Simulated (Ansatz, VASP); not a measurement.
# TaN: VASP beside Ansatz

```xyz
2
Lattice="2.6901 0.0000 0.0000 -1.3450 2.3297 0.0000 0.0000 0.0000 3.1004" Properties=species:S:1:pos:R:3 pbc="T T T"
Ta    0.0000    1.5531    1.5502
N     0.0000    0.0000    0.0000
```

Change from the starting cell: strain -0.080 along x and y, +0.080 along z, atoms carried along.

Alike in both runs: task single point; functional PBEsol; k mesh 24 × 24 × 20; occupations gaussian, width 0.15 eV; no spin polarisation.

|  | VASP | Ansatz |
| --- | --- | --- |
| version | VASP 6.6.1 | Ansatz 0.2.0 |
| potentials or method | VASP PAW PBE potentials, release 64 (Ta_pv, N) | scalar-relativistic, plane waves, PAW |
| plane-wave cutoff (eV) | 520 | 420 |
| valence electrons in the cell | 16 | 18 |

|  | VASP | Ansatz | Ansatz less VASP |
| --- | --- | --- | --- |
| gap on the k mesh at the Fermi level (eV) | none | none | - |
| pressure (GPa) | 40.0 | 38.6 | -1.41 |
| largest component of the traceless stress (GPa) | 76.88 | 76.92 | +0.041 |

A gap of «none» marks a metal or a gap that the smearing closes. With one functional, cell and mesh, what is left measures potentials, basis and numerics. The two sets of potentials don't hold the same shells in valence.

Caveats: so large a pressure means that the cell lies far from this level's equilibrium, or that cutoff or potentials fall short (VASP); the potentials were made for another functional, which shifts forces and pressure (VASP). The runs have no spin-orbit coupling, so splittings on Ta are missing.
